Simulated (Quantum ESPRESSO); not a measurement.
# Pb (Im-3m) in Quantum ESPRESSO: equation of state

Aim: energy against volume of Pb in PBE, for its equilibrium volume and stiffness.

Program: Quantum ESPRESSO 7.5. These are calculated values, not measurements. Logs are shortened: lines on timing, memory, paths and dates and some standing lists are left out, and cuts for length are marked.

## 1. The crystal as given

It takes space group Im-3m (No. 229, cubic). The conventional cell has a = 3.959 Å, b = 3.959 Å, c = 3.959 Å, α = 90.00°, β = 90.00°, γ = 90.00°. Pb (site symmetry m-3m) is surrounded by 8 Pb at 3.43 Å.

This isn't the form of Pb at room conditions, which is fcc.

## 2. Single point, PBE, 29.17 Å³/atom

The input, pw.in:

```
&CONTROL
  calculation = 'scf'
  prefix = 'pwscf'
  outdir = './tmp'
  pseudo_dir = './pseudo'
  tprnfor = .true.
  tstress = .true.
  disk_io = 'nowf'
/
&SYSTEM
  ibrav = 0
  nat = 1
  ntyp = 1
  ecutwfc = 55
  ecutrho = 440
  nbnd = 13
  occupations = 'smearing'
  smearing = 'fd'
  degauss = 0.00367493
/
&ELECTRONS
  conv_thr = 2d-10
  electron_maxstep = 120
  mixing_beta = 0.5
/
ATOMIC_SPECIES
Pb   207.2000 Pb.pbe-dn-kjpaw_psl.0.2.2.UPF
CELL_PARAMETERS angstrom
  -1.9392470115    1.9392470115    1.9392470115
   1.9392470115   -1.9392470115    1.9392470115
   1.9392470115    1.9392470115   -1.9392470115
ATOMIC_POSITIONS crystal
Pb     0.0000000000    0.0000000000    0.0000000000
K_POINTS automatic
9 9 9 0 0 0
```

Potentials or basis: SSSP 1.3 efficiency PBE.

On the command line:

```sh
OMP_NUM_THREADS=1 pw.x -in pw.in > pw.out
```

pw.out:

```text
This program is part of the open-source Quantum ESPRESSO suite
     for quantum simulation of materials; please cite
         "P. Giannozzi et al., J. Phys.:Condens. Matter 21 395502 (2009);
         "P. Giannozzi et al., J. Phys.:Condens. Matter 29 465901 (2017);
         "P. Giannozzi et al., J. Chem. Phys. 152 154105 (2020);
     in publications or presentations arising from this work. More details at

     file Pb.pbe-dn-kjpaw_psl.0.2.2.UPF: wavefunction(s)  6S renormalized
     Message from routine setup:
     using ibrav=0 with symmetry is DISCOURAGED, use correct ibrav instead

     G-vector sticks info
     --------------------
     sticks:   dense  smooth     PW     G-vecs:    dense   smooth      PW
     Sum        1335     657    205                30765    10833    1865

     Using Slab Decomposition

     bravais-lattice index     =            0
     lattice parameter (alat)  =       6.3474  a.u.
     unit-cell volume          =     196.8593 (a.u.)^3
     number of atoms/cell      =            1
     number of atomic types    =            1
     number of electrons       =        14.00
     number of Kohn-Sham states=           13
     kinetic-energy cutoff     =      55.0000  Ry
     charge density cutoff     =     440.0000  Ry
     scf convergence threshold =      2.0E-10
     mixing beta               =       0.5000
     number of iterations used =            8  plain     mixing
     Exchange-correlation= SLA  PW   PBX  PBC
                           (   1   4   3   4   0   0   0)

     celldm(1)=   6.347353  celldm(2)=   0.000000  celldm(3)=   0.000000
     celldm(4)=   0.000000  celldm(5)=   0.000000  celldm(6)=   0.000000

     crystal axes: (cart. coord. in units of alat)
               a(1) = (  -0.577350   0.577350   0.577350 )
               a(2) = (   0.577350  -0.577350   0.577350 )
               a(3) = (   0.577350   0.577350  -0.577350 )

     reciprocal axes: (cart. coord. in units 2 pi/alat)
               b(1) = ( -0.000000  0.866025  0.866025 )
               b(2) = (  0.866025 -0.000000  0.866025 )
               b(3) = (  0.866025  0.866025  0.000000 )

     PseudoPot. # 1 for Pb read from file:
     Pb.pbe-dn-kjpaw_psl.0.2.2.UPF
     Pseudo is Projector augmented-wave + core cor, Zval = 14.0
     Generated using "atomic" code by A. Dal Corso  v.5.0.99 svn rev. 10869
     Shape of augmentation charge: PSQ
     Using radial grid of 1281 points,  6 beta functions with:
                l(1) =   0
                l(2) =   0
                l(3) =   1
                l(4) =   1
                l(5) =   2
                l(6) =   2
     Q(r) pseudized with 0 coefficients

     atomic species   valence    mass     pseudopotential
     Pb               14.00   207.20000     Pb( 1.00)

     48 Sym. Ops., with inversion, found

   Cartesian axes

     site n.     atom                  positions (alat units)
         1        Pb     tau(   1) = (   0.0000000   0.0000000   0.0000000  )

     number of k points=    35  Fermi-Dirac smearing, width (Ry)=  0.0037
                       cart. coord. in units 2pi/alat
        k(    1) = (   0.0000000   0.0000000   0.0000000), wk =   0.0027435
        k(    2) = (   0.0962250   0.0962250   0.0000000), wk =   0.0329218
        k(    3) = (   0.1924501   0.1924501   0.0000000), wk =   0.0329218
        k(    4) = (   0.2886751   0.2886751   0.0000000), wk =   0.0329218
        k(    5) = (   0.3849002   0.3849002   0.0000000), wk =   0.0329218
        k(    6) = (   0.1924501   0.0962250   0.0962250), wk =   0.0658436
[... 27 lines left out ...]
        k(   34) = (  -0.7698004  -0.0962250  -0.0962250), wk =   0.0219479
        k(   35) = (   0.0000000   0.0000000   0.7698004), wk =   0.0164609

     Dense  grid:    30765 G-vectors     FFT dimensions: (  45,  45,  45)

     Smooth grid:    10833 G-vectors     FFT dimensions: (  30,  30,  30)

     Initial potential from superposition of free atoms

     starting charge      13.9976, renormalised to      14.0000
     Starting wfcs are    9 randomized atomic wfcs +    4 random wfcs

     Self-consistent Calculation

     iteration #  1     ecut=    55.00 Ry     beta= 0.50
     Davidson diagonalization with overlap
     ethr =  1.00E-02,  avg # of iterations =  6.0

     Threshold (ethr) on eigenvalues was too large:
     Diagonalizing with lowered threshold

     Davidson diagonalization with overlap
     c_bands:  1 eigenvalues not converged
     c_bands:  2 eigenvalues not converged
     ethr =  2.47E-05,  avg # of iterations = 10.8

     total energy              =    -870.54847985 Ry
     estimated scf accuracy    <       0.00481580 Ry

     iteration #  2     ecut=    55.00 Ry     beta= 0.50
     Davidson diagonalization with overlap
     ethr =  3.44E-05,  avg # of iterations =  2.2

     total energy              =    -870.54926876 Ry
     estimated scf accuracy    <       0.00012432 Ry

     iteration #  3     ecut=    55.00 Ry     beta= 0.50
     Davidson diagonalization with overlap
     c_bands:  1 eigenvalues not converged
     ethr =  8.88E-07,  avg # of iterations =  7.4

     total energy              =    -870.54983928 Ry
     estimated scf accuracy    <       0.00091645 Ry

     iteration #  4     ecut=    55.00 Ry     beta= 0.50
     Davidson diagonalization with overlap
     ethr =  8.88E-07,  avg # of iterations =  1.9

     total energy              =    -870.54968977 Ry
     estimated scf accuracy    <       0.00149768 Ry

     iteration #  5     ecut=    55.00 Ry     beta= 0.50
     Davidson diagonalization with overlap
     ethr =  8.88E-07,  avg # of iterations =  4.0

     total energy              =    -870.54978398 Ry
     estimated scf accuracy    <       0.00002597 Ry
[... 47 lines left out ...]
     total energy              =    -870.54978155 Ry
     estimated scf accuracy    <          4.9E-09 Ry

     iteration # 13     ecut=    55.00 Ry     beta= 0.50
     Davidson diagonalization with overlap
     ethr =  3.48E-11,  avg # of iterations =  1.0

     total energy              =    -870.54978155 Ry
     estimated scf accuracy    <          6.5E-10 Ry

     iteration # 14     ecut=    55.00 Ry     beta= 0.50
     Davidson diagonalization with overlap
     ethr =  4.63E-12,  avg # of iterations =  2.3

     End of self-consistent calculation

          k = 0.0000 0.0000 0.0000 (  1409 PWs)   bands (ev):

    -5.3239  -5.3239  -5.3239  -5.0572  -5.0572  -0.1719  19.8438  19.8438
    19.8438  23.4419  23.4419  23.4419  24.3262

          k = 0.0962 0.0962 0.0000 (  1369 PWs)   bands (ev):

    -5.3351  -5.3111  -5.2754  -5.0694  -5.0581   0.0897  17.5273  19.0079
    19.4724  22.0939  22.7947  23.2578  25.3855

          k = 0.1925 0.1925 0.0000 (  1364 PWs)   bands (ev):

    -5.3637  -5.2929  -5.1506  -5.0909  -5.0603   0.8754  13.9278  17.5124
    18.5855  20.8370  21.9378  23.7083  25.9502

          k = 0.2887 0.2887 0.0000 (  1340 PWs)   bands (ev):

    -5.3959  -5.3040  -5.0902  -5.0625  -5.0040   2.1492  10.6018  16.2570
    17.7418  20.0665  21.3436  24.8714  26.5543
[... 43 lines left out ...]
    -5.3368  -5.3368  -5.0908  -5.0746  -5.0746   1.3930  12.9900  16.0464
    16.0464  23.7999  23.7999  24.8948  25.7034

          k = 0.2887 0.2887 0.1925 (  1355 PWs)   bands (ev):

    -5.3632  -5.3037  -5.0823  -5.0662  -5.0175   2.6187  10.6536  14.0008
    15.1275  23.7605  24.5716  25.5827  26.8555

          k = 0.3849 0.3849 0.1925 (  1346 PWs)   bands (ev):

    -5.3777  -5.2845  -5.0719  -5.0634  -4.9830   3.9375   8.6396  13.0494
    14.6491  23.3982  24.3582  26.9479  27.6428

          k =-0.0000-0.0000 0.1925 (  1365 PWs)   bands (ev):

    -5.2940  -5.2940  -5.2782  -5.0950  -5.0539   0.3508  16.9468  18.1209
    18.1209  21.1234  23.3533  23.3533  25.6365

          k = 0.3849 0.2887 0.2887 (  1353 PWs)   bands (ev):

    -5.3468  -5.2639  -5.0750  -5.0724  -5.0252   3.8186   9.6004  12.0104
    13.9273  25.3387  25.7539  27.5380  28.1998

          k = 0.4811 0.3849 0.2887 (  1352 PWs)   bands (ev):

    -5.3444  -5.2171  -5.0925  -5.0641  -5.0459   4.4992   9.1325  11.0560
    13.6261  25.3547  27.0576  27.4004  27.7230

          k = 0.0000-0.0962 0.2887 (  1369 PWs)   bands (ev):

    -5.3140  -5.2656  -5.1585  -5.1275  -5.0646   1.1329  14.0134  16.6506
    17.2380  20.6042  22.9233  23.0838  27.3870

          k =-0.0000-0.1925 0.3849 (  1362 PWs)   bands (ev):

    -5.3438  -5.2761  -5.1240  -5.0800  -5.0102   2.3947  10.8213  15.4478
    16.5431  21.0364  22.4919  22.5461  27.6057

          k = 0.0962-0.0962 0.3849 (  1359 PWs)   bands (ev):

    -5.3036  -5.2400  -5.1445  -5.1022  -5.0550   2.1499  12.1233  14.3265
    16.9938  20.1119  22.1387  25.3302  26.8323

          k = 0.0000-0.2887 0.4811 (  1351 PWs)   bands (ev):

    -5.3633  -5.3033  -5.1069  -5.0870  -4.9104   3.8295   8.3662  14.7879
    16.1420  21.1530  22.1644  23.4613  25.4879

          k = 0.0962-0.1925 0.4811 (  1354 PWs)   bands (ev):

    -5.3170  -5.2553  -5.1369  -5.0990  -4.9618   3.5285   9.7823  12.9609
    16.7897  20.6646  21.7809  25.0943  25.3711

          k =-0.7698-0.2887-0.2887 (  1359 PWs)   bands (ev):

    -5.3244  -5.2658  -5.1501  -5.0786  -4.9211   4.4593   8.4404  12.5649
    16.6615  20.9821  22.5227  23.2862  25.1872

          k =-0.6736-0.1925-0.2887 (  1356 PWs)   bands (ev):

    -5.3082  -5.2332  -5.1840  -5.0389  -4.9635   4.6299   9.3757  10.7385
    17.2700  21.0593  21.4620  22.7800  28.9986

          k = 0.3849 0.3849 0.3849 (  1358 PWs)   bands (ev):

    -5.2567  -5.2567  -5.1245  -5.0628  -5.0628   4.5701   9.7821  11.4912
    11.4912  28.6748  28.7652  28.7652  29.2252

          k = 0.0000 0.0000 0.3849 (  1369 PWs)   bands (ev):

    -5.2012  -5.2012  -5.1923  -5.1625  -5.1006   1.8991  13.7411  15.2168
    15.2168  18.8013  25.0392  25.0392  26.5821

          k =-0.0000-0.0962 0.4811 (  1354 PWs)   bands (ev):

    -5.2527  -5.2089  -5.1654  -5.1204  -5.0257   3.1210  11.4092  14.0492
    14.7202  18.6985  24.6482  24.8500  24.9297

          k = 0.0000-0.1925 0.5774 (  1345 PWs)   bands (ev):

    -5.2874  -5.2240  -5.2000  -5.0820  -4.9230   4.4712   9.1739  13.4104
    14.5670  19.8070  22.2290  24.4076  24.5671

          k = 0.0962-0.0962 0.5774 (  1353 PWs)   bands (ev):

    -5.2862  -5.2274  -5.1769  -5.0547  -4.9618   4.3973  10.3362  12.0695
    14.9833  18.5241  21.9690  24.2556  28.1794

          k =-0.7698-0.1925-0.1925 (  1346 PWs)   bands (ev):

    -5.2937  -5.2576  -5.1814  -5.0143  -4.9330   5.1996   9.5170  11.3436
    15.2003  19.2852  20.2348  24.0377  28.0590

          k =-0.0000-0.0000 0.5774 (  1356 PWs)   bands (ev):

    -5.3055  -5.2379  -5.0621  -5.0621  -5.0307   4.2625  11.8215  12.8932
    12.8932  17.3019  21.7437  27.7974  27.8833

          k = 0.0000-0.0962 0.6736 (  1349 PWs)   bands (ev):

    -5.3376  -5.3028  -5.0592  -5.0091  -4.9373   5.4745  10.3499  12.2583
    12.9628  17.5094  19.3847  27.3725  27.7679

          k =-0.7698-0.0962-0.0962 (  1340 PWs)   bands (ev):

    -5.3468  -5.3468  -5.0374  -4.9448  -4.9448   6.0692  10.8430  10.8430
    13.2156  17.7429  17.7429  27.2860  30.1102

          k = 0.0000 0.0000 0.7698 (  1340 PWs)   bands (ev):

    -5.3808  -5.3706  -4.9496  -4.9496  -4.9445   6.4980  11.3630  11.6230
    11.6230  16.5791  17.2924  29.2595  31.2474

     the Fermi energy is    11.9098 ev

!    total energy              =    -870.54978154 Ry
     total all-electron energy =    -41764.078247 Ry
     estimated scf accuracy    <          7.3E-11 Ry
     smearing contrib. (-TS)   =      -0.00028658 Ry
     internal energy E=F+TS    =    -870.54949496 Ry

     The total energy is F=E-TS. E is the sum of the following terms:
     one-electron contribution =     -26.09889089 Ry
     hartree contribution      =      25.68864631 Ry
     xc contribution           =     -44.37822053 Ry
     ewald contribution        =     -97.32042423 Ry
     one-center paw contrib.   =    -728.44060562 Ry

     convergence has been achieved in  14 iterations

     Forces acting on atoms (cartesian axes, Ry/au):

     atom    1 type  1   force =     0.00000000    0.00000000    0.00000000

     Total force =     0.000000     Total SCF correction =     0.000000

     Computing stress (Cartesian axis) and pressure

          total   stress  (Ry/bohr**3)                   (kbar)     P=       38.08
   0.00025888  -0.00000000  -0.00000000           38.08       -0.00       -0.00
  -0.00000000   0.00025888  -0.00000000           -0.00       38.08       -0.00
  -0.00000000  -0.00000000   0.00025888           -0.00       -0.00       38.08

=------------------------------------------------------------------------------=
   JOB DONE.
=------------------------------------------------------------------------------=
```

Run time: 19 s. Hardware: 1 thread of Arm Neoverse V2, shared host; peak memory 0.14 GiB.

What came out:

```yaml
Free_energy: -11844.4332 eV
Pressure: 3.8 GPa
Band_gap_on_the_k_mesh: none (metal or under the smearing width)
```

## 3. Single point, PBE, 29.79 Å³/atom

Changes to pw.in since step 2:

```diff
@@ -28,5 +28,5 @@
 CELL_PARAMETERS angstrom
-  -1.9392470115    1.9392470115    1.9392470115
-   1.9392470115   -1.9392470115    1.9392470115
-   1.9392470115    1.9392470115   -1.9392470115
+  -1.9529041306    1.9529041306    1.9529041306
+   1.9529041306   -1.9529041306    1.9529041306
+   1.9529041306    1.9529041306   -1.9529041306
 ATOMIC_POSITIONS crystal
```

Potentials or basis: SSSP 1.3 efficiency PBE.

On the command line:

```sh
OMP_NUM_THREADS=1 pw.x -in pw.in > pw.out
```

Run time: 17 s. Hardware: 1 thread of Arm Neoverse V2, shared host; peak memory 0.14 GiB.

Results (log left out):

```yaml
Free_energy: -11844.4462 eV
Pressure: 2.6 GPa
Band_gap_on_the_k_mesh: none (metal or under the smearing width)
```

## 4. Single point, PBE, 30.41 Å³/atom

Changes to pw.in since step 3:

```diff
@@ -28,5 +28,5 @@
 CELL_PARAMETERS angstrom
-  -1.9529041306    1.9529041306    1.9529041306
-   1.9529041306   -1.9529041306    1.9529041306
-   1.9529041306    1.9529041306   -1.9529041306
+  -1.9663728605    1.9663728605    1.9663728605
+   1.9663728605   -1.9663728605    1.9663728605
+   1.9663728605    1.9663728605   -1.9663728605
 ATOMIC_POSITIONS crystal
```

On the command line:

```sh
OMP_NUM_THREADS=1 pw.x -in pw.in > pw.out
```

Wall time 17 s (1 thread of Arm Neoverse V2, shared host); peak memory 0.15 GiB.

It converged, with:

- Free energy: -11844.4550 eV
- Pressure: 1.6 GPa
- Band gap on the k mesh: none (metal or under the smearing width)

## 5. Single point, PBE, 31.03 Å³/atom

Changes to pw.in since step 4:

```diff
@@ -28,5 +28,5 @@
 CELL_PARAMETERS angstrom
-  -1.9663728605    1.9663728605    1.9663728605
-   1.9663728605   -1.9663728605    1.9663728605
-   1.9663728605    1.9663728605   -1.9663728605
+  -1.9796595667    1.9796595667    1.9796595667
+   1.9796595667   -1.9796595667    1.9796595667
+   1.9796595667    1.9796595667   -1.9796595667
 ATOMIC_POSITIONS crystal
```

On the command line:

```sh
OMP_NUM_THREADS=1 pw.x -in pw.in > pw.out
```

Wall time 16 s (1 thread of Arm Neoverse V2, shared host); peak memory 0.15 GiB.

Results (log left out):

| Property | Result |
| --- | --- |
| Free energy | -11844.4599 eV |
| Pressure | 0.7 GPa |
| Band gap on the k mesh | none (metal or under the smearing width) |

(Continued in part 2 of 2.)
